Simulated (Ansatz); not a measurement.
# Co (P6_3/mmc) in Ansatz: notebook

The runs below take Co through single point, relaxation of cell and atoms, with PBE, SVWN5, revPBE+D4.

Everything below comes from runs of Ansatz 0.2.0. Logs are shortened: lines on timing, memory, paths and dates and some standing lists are left out, and cuts for length are marked.

### Step 1. The crystal as given

Symmetry: P6_3/mmc, No. 194, hexagonal system. The conventional cell has a = 2.471 Å, b = 2.471 Å, c = 8.088 Å, α = 90.00°, β = 90.00°, γ = 120.00°. Co (site symmetry -6m2) has 12 Co at 2.47 Å as nearest neighbours. Around Co (site symmetry -3m) lie 12 Co at 2.47 Å.

### Step 2. Single point, PBE, collinear spin, ferromagnetic start

The input, input.yaml:

```yaml
crystal:
  lattice:
    - [2.4705617809, 0.0, 0.0]
    - [-1.2352808905, 2.1395692639, 0.0]
    - [0.0, 0.0, 8.0882338]
  atoms:
    - { symbol: Co, position: [0.6666666667, 0.3333333333, 0.75], spin: 2.0 }
    - { symbol: Co, position: [0.0, 0.0, 0.5], spin: 2.0 }
    - { symbol: Co, position: [0.3333333333, 0.6666666667, 0.25], spin: 2.0 }
    - { symbol: Co, position: [0.0, 0.0, 0.0], spin: 2.0 }
hamiltonian:
  xc: pbe
  pseudopotentials: { kind: paw }
magnetization:
  spin_polarized: true
kpoints:
  mp_grid: { grid: [9, 9, 3] }
scf:
  occupations: { method: fermi_dirac, width: 0.05 }
output:
  forces: true
  stress: true
  eigenvalues: true
  write_density: true
  write_potential: true
  elf: true
  volumetric_format: npy
```

Potentials or basis: Ansatz PAW.

On the command line:

```
$ ansatz run input.yaml --threads 2 --pin off --max-ram 5120MiB --backend cpu --events-out ev --progress --plain --runs-dir out
```

What it wrote:

```text
Warning: RAYON_NUM_THREADS=2 ignored (pool sized by the plan → 2); use --threads N
Engine: ansatz 0.2.0, x86_64-unknown-linux-gnu
Pseudopotentials: kind: paw
Pseudopotential: Co, paw, valence charge 17, recommended cutoff 420 eV (normal), Co.paw.azcp
Functional definition: PBE
  parameter kappa = 0.804
  parameter beta = 0.06672455060314922
  exchange = pbe_x(kappa = kappa, mu = beta*pi^2/3)
  correlation = pbe_c(beta = beta)
Crystal: 4 atoms, lattice volume = 42.754 Å³
Basis set: ecut = 420 eV, 813 PW (Γ), exchange–correlation on 36×36×120 points (8 copies of the dense FFT grid, shifted against one another)
Bands: 46, of which v1, the nominal top of the filled ones, is band 34 counted from 1 (33 counted from 0)
Symmetry: 24 space group operations
Space group: P63/mmc (ITA 194), of the structure as read, at distance tolerance 3.5e-5 Å
Magnetic group: BNS 194.263 (UNI 1493), of the structure as read, at distance tolerance 3.5e-5 Å
k-points: 24 of 243
Non-local potential: Co, projectors of the file, l = 0: 3, l = 1: 2, l = 2: 3, l = 3: 1
PAW form: soft (Blöchl's): semilocal exchange-correlation on the pseudo side does not see the compensation charge
PAW one-centre angular grid: Co, 590 points (default); XC on 64 Gauss nodes
Initial density: superposition of atomic densities (chi_scale 0.1, normalization cell)
Starting moments: Σ|m| = 8 μB on 4 of 4 sites
Initial wavefunctions: pseudopotential atomic-orbital guess
Functional: x = pbe(κ = 0.804, μ = 0.2195149727645171), c = pbe(β = 0.06672455060314922)
SCF iter   1: F=—  HF=-20503.297052 eV  |F-HF|=—  |Δ(HF+E_count)|=         —  Δρ=7.83e-2 (↑6.46e-2 ↓7.83e-2)  dr2=4.85e0  dr2_m=1.04e-1  M=6.839 μB ∫|m|=7.112 μB  β_m=0.30  ethr=3.10e-3  ⟨swp⟩=5.8  Hψ=7411  notcnv=0  defer=2
Mixer restart at iter 1: flushing history
[... 12 lines left out ...]
SCF iter  12: F=—  HF=-20504.581057 eV  |F-HF|=—  |Δ(HF+E_count)|=  1.09e-11  Δρ=3.85e-5 (↑3.00e-5 ↓3.85e-5)  dr2=1.07e-6  dr2_m=4.67e-8  M=6.258 μB ∫|m|=6.871 μB  β_m=0.78  ethr=3.97e-9  ⟨swp⟩=2.0  Hψ=3038  notcnv=0  defer=139
SCF iter  13: F=—  HF=-20504.581057 eV  |F-HF|=—  |Δ(HF+E_count)|=   1.27e-7  Δρ=1.21e-5 (↑5.87e-6 ↓1.21e-5)  dr2=6.87e-8  dr2_m=8.02e-9  M=6.258 μB ∫|m|=6.871 μB  β_m=0.89  ethr=1.57e-9  ⟨swp⟩=2.0  Hψ=2832  notcnv=0  defer=139
SCF iter  14: F=-20504.581057 eV  HF=-20504.581057 eV  |F-HF|=1.88e-8  |Δ(HF+E_count)|=   3.86e-9  Δρ=5.75e-6 (↑2.85e-6 ↓5.75e-6)  dr2=2.08e-8  dr2_m=1.39e-9  M=6.258 μB ∫|m|=6.871 μB  ethr=1.01e-10  ⟨swp⟩=10.0  Hψ=13330  notcnv=0
SCF 1 converged in 14 iterations: F = -20504.581057 eV  dr2 = 2.08e-8
SCF converged after 14 iterations
Magnetization: 6.2576 μB (37.1288 up, 30.8712 down)
Absolute magnetization: 6.8735 μB (∫|ρ↑−ρ↓|, with the PAW one-centre terms)
Spin contamination: 0.1012 ħ² per cell (⟨S²⟩ above its minimum at these occupations)
Per-site moments (μB) at R_I (Å): [(1.650018953072151, 1.0191067346264122), (1.6192819125658289, 1.0191067346264122), (1.6500189530721507, 1.0191067346264122), (1.6192819125658289, 1.0191067346264122)]
Free energy (F): -20504.581057 eV
Harris-Foulkes:  -20504.581057 eV  (|F-HF|=1.88e-8)
Internal energy: -20504.550273 eV  (E = F + TS)
E sigma→0 (E₀):  -20504.565665 eV
Entropy (-TS):   -0.030784 eV (-7.696 meV/atom)
Fermi energy:    19.103984 eV
--- Per-component energies (eV) ---
  E_band       = -953.664590
  E_kinetic    = 1816.635592
  E_local      = -11243.881445  (includes V_loc(G=0)·N_el)
  E_nonlocal   = 1816.282303
  E_hartree    = 4716.748401
  E_xc         = -636.752610
  E_vxc        = -821.746214  (∫ρ·V_xc dr)
  E_paw        = -6060.721648  (= ΣΔE_a)
  E_vpaw       = -1954.438555  (= ΣTr[D̂ρ^β])
  E_aug_tail   = 0.000336  (compensation charges beyond the density's cutoff)
  E_ewald      = -10912.861201
  E_smearing   = -0.030784  (= −TS)
  E_closure    = -0.000000  (closes the sum)
  Σ components = -20504.581057   (vs F -20504.581057, Δ=0.00e0)
--- Forces (eV/Å), atoms counted from 1 ---
  atom   1  Co     0.00000000     0.00000000     0.00000000
  atom   2  Co    -0.00000000     0.00000000     0.00000000
  atom   3  Co    -0.00000000     0.00000000     0.00000000
  atom   4  Co     0.00000000    -0.00000000     0.00000000
  max |Σ_I F_I| component: 5.27e-31 eV/Å
--- Stress (GPa, compression-positive) ---
        3.430539       0.000000       0.000000
        0.000000       3.430539       0.000000
        0.000000       0.000000       2.300526
  P = ⅓ Tr σ = 3.0539 GPa (30.539 kbar)
--- Band table (eV; the first three rows and the last of 48) ---
  k-point 0 ↑: bands = ["-77.0205", "-77.0070", "-76.9583", "-76.9446", "-40.4311", "-40.3043", "-40.2098", "-40.1125", "-40.1125", "-40.0978", "-40.0978", "-40.0804", "-40.0748", "-40.0748", "-40.0600", "-40.0600", "9.9178", "12.1502", "12.1637", "13.8003", "16.0313", "16.0743", "16.3151", "16.3151", "16.3596", "16.3596", "16.3793", "16.6052", "16.6052", "16.6862", "16.6862", "17.2978", "17.2978", "17.6203", "17.6203", "17.9496", "17.9496", "18.3431", "18.3431", "18.7016", "25.3193", "33.7804", "33.7854", "40.8497", "41.4338", "42.3543"]
  k-point 1 ↑: bands = ["-77.0176", "-77.0110", "-76.9542", "-76.9475", "-40.4097", "-40.3535", "-40.1600", "-40.1097", "-40.1097", "-40.1027", "-40.1027", "-40.1024", "-40.0698", "-40.0698", "-40.0628", "-40.0628", "10.1958", "10.9930", "13.2447", "13.7180", "16.1348", "16.3051", "16.3622", "16.3622", "16.4040", "16.4040", "16.4877", "16.5421", "16.5421", "16.6039", "16.6039", "17.3909", "17.3909", "17.5448", "17.5448", "17.7692", "18.0688", "18.0688", "18.2599", "18.2599", "26.8156", "29.9895", "37.8117", "41.0077", "41.1562", "41.6506"]
  k-point 2 ↑: bands = ["-77.0147", "-77.0024", "-76.9537", "-76.9412", "-40.4182", "-40.3052", "-40.2174", "-40.1420", "-40.1219", "-40.1177", "-40.1052", "-40.1006", "-40.0908", "-40.0849", "-40.0822", "-40.0655", "10.3568", "12.5211", "12.5347", "14.0739", "15.7891", "15.9132", "16.1610", "16.1691", "16.2942", "16.4991", "16.5083", "16.6411", "16.7461", "16.8020", "16.8684", "16.9364", "17.1470", "17.2451", "17.6703", "17.9231", "17.9296", "18.1047", "18.3687", "20.4370", "25.3901", "34.0846", "34.0850", "38.0530", "39.6046", "39.6584"]
  k-point 23 ↓: bands = ["-74.9418", "-74.9418", "-74.9307", "-74.9307", "-38.3930", "-38.3930", "-38.3853", "-38.3558", "-38.3451", "-38.3451", "-38.3102", "-38.3102", "-38.2086", "-38.2086", "-38.2051", "-38.1753", "16.1515", "16.1515", "16.1704", "16.2242", "16.2242", "16.3388", "16.3533", "16.3533", "17.3326", "17.3376", "17.3376", "17.5337", "18.7729", "18.7729", "19.3739", "19.3739", "19.9854", "20.0955", "20.1145", "20.1145", "24.7730", "24.7730", "25.2670", "25.3854", "26.0130", "26.0130", "28.5730", "28.5730", "29.9232", "31.3238"]
```

It took 12 s on 2 threads of Intel Xeon at 2.50GHz (Skylake/Cascade Lake), shared host; peak memory 0.47 GiB.

Results:

```yaml
Free_energy: -20504.5811 eV
Pressure: 3.1 GPa
Band_gap_on_the_k_mesh: none (metal or under the smearing width)
Net_moment: 6.26 μB per cell
Absolute_moment: 6.87 μB per cell
Site_moments: Co +1.65, +1.62 μB
```

Stress tensor (GPa, compression positive):
```
3.43 0.00 0.00
0.00 3.43 0.00
0.00 0.00 2.30
```

Levels at points of the mesh, in eV from the Fermi level:
Spin up:
```tsv
k point	band 35	band 36	band 37	band 38	band 39	band 40
(0.00, 0.00, 0.00)	-1.48	-1.15	-1.15	-0.76	-0.76	-0.40
```
Spin down:
```tsv
k point	band 26	band 27	band 28	band 29	band 30	band 31	band 32	band 33	band 34	band 35
(0.00, 0.00, 0.00)	-1.18	-1.18	-0.90	-0.90	-0.85	-0.85	-0.45	0.05	0.05	0.41
```

### Step 3. Relaxation of cell and atoms, SVWN5, collinear spin, ferromagnetic start

input.yaml, as its differences from that of step 2:

```diff
@@ -11,3 +11,3 @@
 hamiltonian:
-  xc: pbe
+  xc: { exchange: slater, correlation: vwn5 }
   pseudopotentials: { kind: paw }
@@ -16,3 +16,3 @@
 kpoints:
-  mp_grid: { grid: [9, 9, 3] }
+  mp_grid: { grid: [12, 12, 4] }
 scf:
@@ -22,6 +22,5 @@
   stress: true
-  eigenvalues: true
-  write_density: true
-  write_potential: true
-  elf: true
-  volumetric_format: npy
+relax:
+  f_tol: 0.01
+  max_steps: 40
+  cell: { stress_tol: 0.05 }
```

Potentials or basis: Ansatz PAW.

On the command line:

```
$ ansatz run input.yaml --threads 2 --pin off --max-ram 5120MiB --backend cpu --events-out ev --progress --plain --runs-dir out
```

Wall time 2.1 min (2 threads of Intel Xeon at 2.50GHz (Skylake/Cascade Lake), shared host); peak memory 0.48 GiB.

It converged, with:

* Free energy: -20252.2330 eV
* Relaxed volume: 10.02 Å³/atom
* Relaxed cell: a = 2.426 Å, b = 2.426 Å, c = 7.863 Å, α = 90.00°, β = 90.00°, γ = 120.00°
* Space group after relaxing (to 0.05 Å): P6_3/mmc (No. 194)
* Energy gained by relaxing: 34.1 meV/atom
* Ionic steps: 8
* Pressure after relaxing: 0.0 GPa
* Net moment: 6.05 μB per cell
* Absolute moment: 6.42 μB per cell
* Site moments: Co +1.57, +1.54 μB

The path:
```tsv
step	energy change (eV)	largest force (eV/Å)	volume (Å³)
1	0.0000	0.0000	42.75
2	-0.1082	0.0000	41.28
3	-0.1392	0.0000	39.91
4	-0.1396	0.0000	40.10
5	-0.1396	0.0000	40.09
6	-0.1362	0.0000	40.09
7	-0.1363	0.0000	40.06
8	-0.1363	0.0000	40.06
```

Final structure:
```
Co
1.0
     2.42553    0.00000    0.00000
    -1.21277    2.10057    0.00000
     0.00000    0.00000    7.86278
Co
4
Direct
  0.66667 0.33333 0.75000
  0.00000 0.00000 0.50000
  0.33333 0.66667 0.25000
  0.00000 0.00000 0.00000
```

Caveat: the plane-wave basis is chosen anew once the cell has moved, so the energies of steps on either side of that aren't comparable; the pressure holds a Pulay correction of +0.3 GPa for the finite cutoff; the PAW data sets come from PBE, with cores solved anew for the run's functional, which leaves a small shift of forces and pressure.

### Step 4. Single point, PBE, collinear spin, ferromagnetic start

input.yaml, as its differences from that of step 3:

```diff
@@ -11,3 +11,3 @@
 hamiltonian:
-  xc: { exchange: slater, correlation: vwn5 }
+  xc: pbe
   pseudopotentials: { kind: paw }
@@ -19,2 +19,4 @@
   occupations: { method: fermi_dirac, width: 0.05 }
+basis:
+  ecutwfc: "800 eV"
 output:
@@ -22,5 +24,2 @@
   stress: true
-relax:
-  f_tol: 0.01
-  max_steps: 40
-  cell: { stress_tol: 0.05 }
+  eigenvalues: true
```

On the command line:

```
$ ansatz run input.yaml --threads 2 --pin off --max-ram 5120MiB --backend cpu --events-out ev --progress --plain --runs-dir out
```

Wall time 48 s (2 threads of Intel Xeon at 2.50GHz (Skylake/Cascade Lake), shared host); peak memory 0.7 GiB.

Results (log left out):

* Free energy: -20504.6014 eV
* Pressure: 4.6 GPa
* Band gap on the k mesh: none (metal or under the smearing width)
* Net moment: 6.61 μB per cell
* Absolute moment: 7.21 μB per cell
* Site moments: Co +1.73, +1.71 μB

Stress tensor (GPa, compression positive):
```
5.93 0.00 0.00
0.00 5.93 0.00
0.00 0.00 2.02
```

Levels at points of the mesh, in eV from the Fermi level:
Spin up:
| k point | band 35 | band 36 | band 37 | band 38 | band 39 | band 40 | band 41 | band 42 |
| --- | --- | --- | --- | --- | --- | --- | --- | --- |
| (0.00, 0.00, 0.00) | -1.53 | -1.20 | -1.20 | -0.81 | -0.81 | -0.40 | 6.18 | 14.66 |
| (0.00, 0.00, -0.50) | -1.68 | -1.68 | -0.98 | -0.98 | -0.98 | -0.98 | 9.16 | 9.16 |
| (0.00, -0.50, 0.00) | -0.55 | -0.53 | 0.18 | 1.28 | 2.44 | 3.05 | 6.97 | 7.00 |
| (0.00, -0.50, -0.50) | -0.57 | -0.57 | 1.19 | 1.19 | 2.74 | 2.74 | 7.31 | 7.31 |
Spin down:
| k point | band 27 | band 28 | band 29 | band 30 | band 31 | band 32 | band 33 | band 34 |
| --- | --- | --- | --- | --- | --- | --- | --- | --- |
| (0.00, 0.00, 0.00) | -1.13 | -0.85 | -0.85 | -0.80 | -0.80 | -0.45 | 0.08 | 0.08 |
| (0.00, 0.00, -0.50) | -1.05 | -1.05 | -0.94 | -0.94 | -0.94 | -0.94 | 0.27 | 0.27 |
| (0.00, -0.50, 0.00) | -0.82 | -0.08 | -0.04 | 0.43 | 1.24 | 1.26 | 1.27 | 1.30 |
| (0.00, -0.50, -0.50) | -0.85 | -0.85 | -0.26 | -0.26 | 0.85 | 0.85 | 1.26 | 1.26 |

### Step 5. Relaxation of cell and atoms, revPBE+D4, collinear spin, ferromagnetic start

input.yaml, as its differences from that of step 4:

```diff
@@ -11,4 +11,5 @@
 hamiltonian:
-  xc: pbe
+  xc: revpbe
   pseudopotentials: { kind: paw }
+  dispersion: d4
 magnetization:
@@ -19,4 +20,2 @@
   occupations: { method: fermi_dirac, width: 0.05 }
-basis:
-  ecutwfc: "800 eV"
 output:
@@ -24,2 +23,5 @@
   stress: true
-  eigenvalues: true
+relax:
+  f_tol: 0.01
+  max_steps: 40
+  cell: { stress_tol: 0.05 }
```

On the command line:

```
$ ansatz run input.yaml --threads 2 --pin off --max-ram 5120MiB --backend cpu --events-out ev --progress --plain --runs-dir out
```

Run time: 74 s. Hardware: 2 threads of Intel Xeon at 2.50GHz (Skylake/Cascade Lake), shared host; peak memory 0.5 GiB.

The run converged. Its results:

- Free energy: -20521.4580 eV
- Relaxed volume: 10.60 Å³/atom
- Relaxed cell: a = 2.474 Å, b = 2.474 Å, c = 8.001 Å, α = 90.00°, β = 90.00°, γ = 120.00°
- Space group after relaxing (to 0.05 Å): P6_3/mmc (No. 194)
- Energy gained by relaxing: 1.6 meV/atom
- Ionic steps: 5
- Pressure after relaxing: 0.0 GPa
- Net moment: 6.62 μB per cell
- Absolute moment: 7.25 μB per cell
- Site moments: Co +1.74, +1.72 μB

The path:
| step | energy change (eV) | largest force (eV/Å) | volume (Å³) |
| --- | --- | --- | --- |
| 1 | 0.0000 | 0.0000 | 42.75 |
| 2 | -0.0048 | 0.0000 | 42.57 |
| 3 | -0.0067 | 0.0000 | 42.39 |
| 4 | -0.0067 | 0.0000 | 42.40 |
| 5 | -0.0063 | 0.0000 | 42.40 |

Final structure:
```cif
data_structure
_symmetry_space_group_name_H-M 'P 1'
_symmetry_Int_Tables_number 1
_cell_length_a 2.4735
_cell_length_b 2.4735
_cell_length_c 8.0013
_cell_angle_alpha 90.000
_cell_angle_beta 90.000
_cell_angle_gamma 120.000
_cell_volume 42.40
loop_
_atom_site_label
_atom_site_type_symbol
_atom_site_fract_x
_atom_site_fract_y
_atom_site_fract_z
_atom_site_occupancy
Co1 Co 0.66667 0.33333 0.75000 1
Co2 Co 0.00000 0.00000 0.50000 1
Co3 Co 0.33333 0.66667 0.25000 1
Co4 Co 0.00000 0.00000 0.00000 1
```

Caveat: the plane-wave basis is chosen anew once the cell has moved, so the energies of steps on either side of that aren't comparable; the PAW data sets come from PBE, with cores solved anew for the run's functional, which leaves a small shift of forces and pressure.

### Step 6. The runs side by side

```csv
task,level,cell,k mesh,cutoff (eV),gap on the mesh (eV),pressure (GPa),moment (μB),relaxed volume (Å³/atom)
single point,PBE,as given,9 × 9 × 3,420,none,3.1,6.26,-
relaxation of cell and atoms,SVWN5,relaxed,12 × 12 × 4,420,-,0.0,6.05,10.02
single point,PBE,as given,12 × 12 × 4,800,none,4.6,6.61,-
relaxation of cell and atoms,revPBE+D4,relaxed,12 × 12 × 4,420,-,0.0,6.62,10.60
```

Alike in all rows: potentials or basis Ansatz PAW; spin collinear, ferromagnetic start; smearing fermi-dirac 0.05 eV.

Caveats: the plane-wave basis is chosen anew once the cell has moved, so the energies of steps on either side of that aren't comparable (some runs); the PAW data sets come from PBE, with cores solved anew for the run's functional, which leaves a small shift of forces and pressure (some runs).

Total energies depend on the potentials used, so only differences within one code and one set of settings carry meaning.
